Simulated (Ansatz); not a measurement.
AlCu, 2 atoms in the cell. It takes space group F-43m (No. 216, cubic). Conventional cell: a = 4.514 Å, b = 4.514 Å, c = 4.514 Å, α = 90.00°, β = 90.00°, γ = 90.00°. Al (site symmetry -43m) has 4 Cu at 1.95 Å as nearest neighbours. Cu (site symmetry -43m) is surrounded by 4 Al at 1.95 Å. The cell was built by a generator and needn't be a form met in nature.

```yaml
Program: Ansatz 0.2.0
Task: relaxation of cell and atoms
Functional: HSE06
Potentials_or_basis: Ansatz PAW
Cutoff: "420 eV (not typed: the program's choice for these potentials)"
k_mesh: 5 × 5 × 5
Occupations: fermi-dirac, width 0.05 eV
Spin: no spin polarisation
```

Hardware: 1 × NVIDIA H100 80GB HBM3 with 2 threads of AMD EPYC 7R13 Processor (Zen 3), with other jobs on the host.

How long does it take, and how much memory?

Run time: 100 s on 1 × NVIDIA H100 80GB HBM3 with 2 threads of AMD EPYC 7R13 Processor (Zen 3), on a shared host, peak memory 1.9 GiB. Counts: scf iterations 247, plane waves 869, k points 10, bands 15, ion steps 13.
